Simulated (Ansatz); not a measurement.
SnO2 (Cassiterite):

```
Sn O
1.0
     4.73800    0.00000    0.00000
     0.00000    4.73800    0.00000
     0.00000    0.00000    3.18650
Sn O
2 4
Direct
  0.50000 0.50000 0.50000
  0.00000 0.00000 0.00000
  0.80710 0.19290 0.50000
  0.69290 0.69290 0.00000
  0.19290 0.80710 0.50000
  0.30710 0.30710 0.00000
```

| Quantity | Value |
| --- | --- |
| Program | Ansatz 0.2.0 |
| Task | single point |
| Functional | PBE |
| Potentials or basis | Ansatz PAW |
| Cutoff | 420 eV (not typed: the program's choice for these potentials) |
| k mesh | 6 × 6 × 8 |
| Occupations | fermi-dirac, width 0.05 eV |
| Spin | no spin polarisation |

On this cell: pressure 11.1 GPa; largest force 0.275 eV/Å; band gap on the k mesh 1.28 eV, direct.

The same run follows on a disturbed copy (atoms moved at random, drawn with an rms of 0.05 Å):

```
Sn O
1.0
     4.73800    0.00000    0.00000
     0.00000    4.73800    0.00000
     0.00000    0.00000    3.18650
Sn O
2 4
Direct
  0.50136 0.50951 0.49746
  0.99024 0.00615 0.99822
  0.80742 0.19471 0.50555
  0.69731 0.69922 0.00342
  0.20807 0.81229 0.50986
  0.30845 0.30649 0.98763
```

Question: What changes?

Answer: The energy moves by +17.0 meV/atom; pressure 11.1 GPa; largest force 1.735 eV/Å; band gap on the k mesh 1.17 eV, direct.

Forces in eV/Å, atoms in the order of the input:
```
Sn  -0.239 -0.833 -0.075
Sn   1.632 -0.213  0.549
O   -0.503  0.580 -0.439
O    0.061 -0.272 -0.138
O   -0.985  0.639 -0.411
O    0.033  0.099  0.514
```

Stress tensor (GPa, compression positive):
```
10.03 -0.19 -0.58
-0.19 10.76 -0.83
-0.58 -0.83 12.53
```

Caveats: spin-orbit coupling is left out, which moves the levels of the heavy elements.

